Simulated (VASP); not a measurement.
Here is a VASP 6.6.1 calculation.

INCAR

```
SYSTEM = Pb
PREC = Accurate
ENCUT = 520
EDIFF = 1E-6
ISMEAR = 0
SIGMA = 0.1
LREAL = .FALSE.
LASPH = .TRUE.
NELM = 100
ALGO = Normal
ISIF = 2
LWAVE = .FALSE.
LCHARG = .FALSE.
GGA = PS
NBANDS = 21
```

KPOINTS

```
Automatic mesh
0
G
  12 12 6
  0 0 0
```

POSCAR

```
Pb
1.0
    3.5018737533      0.0000000000      0.0000000000
   -1.7509368767      3.0327116312      0.0000000000
    0.0000000000      0.0000000000      5.6917357730
Pb
2
Direct
    0.3333333333      0.6666666667      0.2500000000
    0.6666666667      0.3333333333      0.7500000000
```

Potentials or basis: VASP PAW PBE potentials, release 64 (Pb_d).

Command:

```bash
$ cat potpaw_PBE.64/Pb_d/POTCAR > POTCAR
$ mpirun -np 1 vasp_std > vasp.out
```

Estimate the pressure.

-0.7 GPa.

Estimate the band gap on the k mesh.

none (metal or under the smearing width).

Stress tensor (GPa, compression positive):
```
-1.09  0.00  0.00
 0.00 -1.09  0.00
 0.00  0.00 -0.03
```

Caveat: the PAW data sets were made with another functional, which shifts forces and pressure a little. The run has no spin-orbit coupling, so splittings on Pb are missing.
